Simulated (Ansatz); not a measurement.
# Zr2CO2 MXene bilayer (AA) in a perpendicular field, part 2 of 2

Aim: how the Zr2CO2 MXene bilayer (AA) screens a field along its normal, and what the field does to its bands. A positive field points along +c.

Ansatz 0.2.0; plane-wave DFT, LDA, Ansatz PAW (the session's first sound run).

So far, gap along the path (eV): step 3 (single point, field 0, start network) 0.814; step 5 (field -0.05 V/Å) 0.805; step 6 (field 0.1 V/Å) 0.788; step 7 (field 0.2 V/Å) 0.749; step 8 (field 0.3 V/Å) 0.706.

## Step 10: With spin-orbit coupling, k-mesh 12×12×1

This step: plane-wave DFT, PBE, fully relativistic PAW with spin-orbit coupling (Ansatz 0.2.0).

Heavy atoms split their bands by spin-orbit coupling, so this run uses fully relativistic files and two-component states.

Contents of input.yaml:

```yaml
crystal:
  lattice:
    - [3.3130839718, 0.0, 0.0]
    - [-1.6565419859, 2.8692148844, 0.0]
    - [0.0, 0.0, 28.4319218733]
  atoms:
    - { symbol: O, position: [0.3333333333, 0.6666666667, 0.3165456081] }
    - { symbol: Zr, position: [0.6666666667, 0.3333333333, 0.3471395461] }
    - { symbol: C, position: [0.0, 0.0, 0.3954733726] }
    - { symbol: Zr, position: [0.3333333333, 0.6666666667, 0.4438677991] }
    - { symbol: O, position: [0.6666666667, 0.3333333333, 0.4728815859] }
    - { symbol: O, position: [0.3333333333, 0.6666666667, 0.5271184141] }
    - { symbol: Zr, position: [0.6666666667, 0.3333333333, 0.5561322009] }
    - { symbol: C, position: [0.0, 0.0, 0.6045266274] }
    - { symbol: Zr, position: [0.3333333333, 0.6666666667, 0.6528604539] }
    - { symbol: O, position: [0.6666666667, 0.3333333333, 0.6834543919] }
kpoints:
  mp_grid: { grid: [12, 12, 1] }
  band_path:
    path: [[0, 0, 0], [0.5, 0, 0], [0.33333333, 0.33333333, 0], [0, 0, 0]]
    npoints: 16
hamiltonian:
  xc: pbe
  pseudopotentials: { kind: paw_fr }
magnetization:
  noncollinear: true
  spin_orbit: true
scf:
  occupations: { method: fermi_dirac, width: 0.02585 }
  convergence: { dr2_threshold: 1.0e-09 }
efield:
  axis: 3
  dipole_correction: true
  ramp_position: 0.97
  ramp_width: 0.06
  amplitude: 0
output:
  write_potential: true
  write_density: true
  volumetric_format: npy
```

Run with:

```
$ ansatz run input.yaml --threads 4 --pin off --max-ram 6144MiB --backend cpu --events-out ev --progress --plain --runs-dir out
```

Run time: 93 s. Hardware: 4 threads of AMD EPYC 9R14 (Zen 4), shared host; peak memory 2.9 GiB; 6.1 min of CPU time.

Numbers from this step:

- dipole along the normal: -2.72e-6 e·Å
- gap along the path: 0.8614 eV
- smallest direct gap along the path: 1.707 eV
- ionisation energy, upper face: 5.080 eV
- electron affinity, upper face: 4.219 eV
- gap, the smaller of path and mesh: 0.8614 eV

The electronic bands at the labelled points (eV, zero at the Fermi level of the run, which the smearing sets inside the gap):

```tsv
point	band 77	band 78	band 79	band 80	band 81	band 82	band 83	band 84
Γ	-0.45	-0.45	-0.42	-0.42	1.28	1.28	1.28	1.28
halfway	-1.39	-1.39	-1.25	-1.25	0.84	0.84	1.15	1.15
M	-1.55	-1.55	-1.52	-1.52	0.44	0.44	1.03	1.03
halfway	-2.03	-2.03	-1.95	-1.95	1.20	1.20	1.50	1.50
K	-2.55	-2.55	-2.52	-2.52	1.48	1.48	1.66	1.66
halfway	-1.60	-1.60	-1.32	-1.32	1.22	1.22	1.35	1.35
Γ	-0.45	-0.45	-0.42	-0.42	1.28	1.28	1.28	1.28
```

The gap is 0.86 eV, with the valence edge 5.08 eV and the conduction edge 4.22 eV under the upper vacuum level.

## Step 11: With spin-orbit coupling, k-mesh 12×12×1, field -0.2 V/Å

The same in a field along the normal.

Changes to input.yaml since step 10:

```diff
@@ -18,5 +18,3 @@
   mp_grid: { grid: [12, 12, 1] }
-  band_path:
-    path: [[0, 0, 0], [0.5, 0, 0], [0.33333333, 0.33333333, 0], [0, 0, 0]]
-    npoints: 16
+  band_path: { path: [[0, 0, 0], [0.12, 0, 0]], npoints: 24 }
 hamiltonian:
@@ -33,5 +31,5 @@
   dipole_correction: true
-  ramp_position: 0.97
-  ramp_width: 0.06
-  amplitude: 0
+  ramp_position: 0.9501
+  ramp_width: 0.0999
+  amplitude: -0.2
 output:
```

Run time: 73 s. Hardware: 4 threads; peak memory 2.9 GiB.

This step gave:

```yaml
dipole_along_the_normal: -0.1129 e·Å
gap_along_the_path: 1.605 eV
smallest_direct_gap_along_the_path: 1.627 eV
gap_the_smaller_of_path_and_mesh: 0.7942 eV
```

The dipole is -0.113 e·Å, and the gap 0.794 eV.

## Step 12: The same run with other settings

This step: plane-wave DFT, LDA, Ansatz PAW (Ansatz 0.2.0).

A run with a changed input: it repeats the earlier run at 0.05 V/Å with kpoints.mp_grid.grid from [18, 18, 1] to [14, 14, 1].

input.yaml, the sections that differ from step 11:

```yaml
kpoints:
  mp_grid: { grid: [14, 14, 1] }
  band_path:
    path: [[0, 0, 0], [0.5, 0, 0], [0.33333333, 0.33333333, 0], [0, 0, 0]]
    npoints: 16
hamiltonian:
  xc: lda
scf:
  occupations: { method: fermi_dirac, width: 0.02585 }
  convergence: { dr2_threshold: 1.0e-10 }
efield:
  axis: 3
  dipole_correction: true
  ramp_position: 0.97
  ramp_width: 0.06
  amplitude: 0.05
# crystal, output: as in step 11
# magnetization: removed
```

Elapsed: 13 s, on 4 threads; peak memory 0.82 GiB.

```tsv
quantity	this run	earlier run	difference
dipole along the normal (e·Å)	0.02826	0.02826	2.5e-7
gap along the path (eV)	0.8045	0.8045	-2.7e-5
smallest direct gap along the path (eV)	1.641	1.641	-2.6e-5
```

Nothing in the table moves by 0.01 in its unit (for the dipole 0.5 % and 5e-5 e·Å).

The change did no harm here.

## Step 13: A changed input

Another changed input: it repeats the earlier run at 0.05 V/Å with kpoints.mp_grid.grid from [18, 18, 1] to [9, 9, 1].

Changes to input.yaml since step 12:

```diff
@@ -17,3 +17,3 @@
 kpoints:
-  mp_grid: { grid: [14, 14, 1] }
+  mp_grid: { grid: [9, 9, 1] }
   band_path:
```

It took 9.4 s on 4 threads; peak memory 0.83 GiB.

```tsv
quantity	this run	earlier run	difference
dipole along the normal (e·Å)	0.02826	0.02826	-1.4e-6
gap along the path (eV)	0.8037	0.8045	-8.3e-4
smallest direct gap along the path (eV)	1.641	1.641	-8.1e-4
```

Nothing in the table moves by 0.01 in its unit (for the dipole 0.5 % and 5e-5 e·Å).

The change did no harm here.

## Step 14: Summary of results

```json
{
 "gap without field": "0.814 eV",
 "ionisation energy, upper face": "5.46 eV",
 "electron affinity, upper face": "4.64 eV",
 "equivalent conductor thickness, atoms held": "10.8 Å"
}
```

**Reading.** The induced dipole equals that of a perfect conductor 10.76 Å thick, while the outer atoms lie 10.43 Å apart; an out-of-plane ε follows only once a thickness t is chosen, by 1 − 1/ε = 10.76 Å / t. The gap goes from 0.81 eV to 0.71 eV at 0.3 V/Å. Semilocal functionals give gaps that are too small, and excitons are not included. The field series itself is without spin-orbit coupling. The MXene's terminations sit over the metal atoms of its far layer; the site over carbon or nitrogen, which some compounds prefer, was not run. After relaxation neighbouring layers come as close as 1.5 Å along the normal, so they are bonded in part and no longer a van der Waals stack.

[Logs are printed without paths, hosts, clocks, repeated set-up lines and the standing remarks that a program may print on its own settings, such as how far it seeks lower states.]

[Hosts, paths, dates, database ids (printed as entryN), source tags and the programs' standing remarks are cut or masked in the printed files.]

[Maps of the electrostatic potential energy from Ansatz leave out the sawtooth potential of an applied field or a dipole correction, so their vacuum need not be flat; planar profiles and work functions include it.]
